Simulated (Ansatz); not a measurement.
Run this with the Python package of Ansatz (0.2.0) and show what comes out.

The script, `pbse_eos.py`:
```python
"""Equation of state of PbSe."""

import ansatz
import numpy as np

vectors0 = np.array([
    [2.15487659, -6.13394735, 0.0],
    [2.15487659, 6.13394735, 0.0],
    [0.0, 0.0, 4.45049357],
])
sites = [
    ("Pb", [0.63176073, 0.36823927, 0.75]),
    ("Pb", [0.36823927, 0.63176073, 0.25]),
    ("Se", [0.86128996, 0.13871004, 0.75]),
    ("Se", [0.13871004, 0.86128996, 0.25]),
]


def make_crystal(cell):
    crystal = ansatz.Crystal(lattice=ansatz.Lattice.of(cell))
    for symbol, position in sites:
        crystal = crystal.atom(symbol, position)
    return crystal

# scale the volume, keep shape and fractions
volumes, energies = [], []
for scale in np.linspace(0.88, 1.12, 7):
    cell = vectors0 * scale ** (1 / 3)
    calc = (
        make_crystal(cell).calculation()
        .functional("pbesol")
        .basis(470)
        .occupations("Fixed")
        .scf(tolerance=1e-10)
        .kpoints(6, 6, 4)
    )
    summary = calc.run().report
    volumes.append(abs(np.linalg.det(cell)) / len(sites))
    energies.append(summary["free_energy_ev"] / len(sites))
    print(f"V = {volumes[-1]:8.4f} A^3/atom  F = {energies[-1]:.5f} eV/atom")

# third-order Birch-Murnaghan: a cubic in V^(-2/3)
x = np.array(volumes) ** (-2 / 3)
poly = np.polynomial.Polynomial.fit(x, energies, 3).convert()
roots = poly.deriv().roots()
x0 = min((r.real for r in roots if abs(r.imag) < 1e-9 and poly.deriv(2)(r.real) > 0), key=lambda r: abs(r - x.mean()))
v0 = x0 ** -1.5
b0 = 4 / 9 * poly.deriv(2)(x0) * v0 ** (-7 / 3) * 160.21766
b1 = 4 + 2 / 3 * x0 * poly.deriv(3)(x0) / poly.deriv(2)(x0)
print(f"V0 = {v0:.4f} A^3/atom, B0 = {b0:.1f} GPa, dB/dP = {b1:.2f}")
```

Output of `python pbse_eos.py`:
```text
V =  25.8835 A^3/atom  F = -8590.02344 eV/atom
V =  27.0600 A^3/atom  F = -8590.05360 eV/atom
V =  28.2366 A^3/atom  F = -8590.06343 eV/atom
V =  29.4131 A^3/atom  F = -8590.05708 eV/atom
V =  30.5896 A^3/atom  F = -8590.03784 eV/atom
V =  31.7661 A^3/atom  F = -8590.00833 eV/atom
V =  32.9427 A^3/atom  F = -8589.97067 eV/atom
V0 = 28.3191 A^3/atom, B0 = 52.0 GPa, dB/dP = 4.48
```

A third-order Birch-Murnaghan fit through the 7 points has its minimum at 28.32 Å³ an atom, 3.7 % below the typed cell, with a bulk modulus of 52 GPa and dB/dP = 4.5. From that minimum the energy rises by 40.0 meV an atom on the compressed side and 92.8 meV on the expanded side.

Total energies depend on the potentials; only differences at equal settings carry meaning. Shape and fractional positions are held along the curve, so the bulk modulus is an upper value where they are free to relax, by a factor of two or more in layered or hydrogen-bonded cells. For a gap this small the mesh is coarse, and bands can meet between its points. Spin-orbit coupling, which matters for elements this heavy, is left out. This cell is a computed structure, which may not be the phase found in nature. It ran for 50 s on 1 thread of Arm Neoverse V2, with other jobs on the host, peak memory 0.54 GiB.
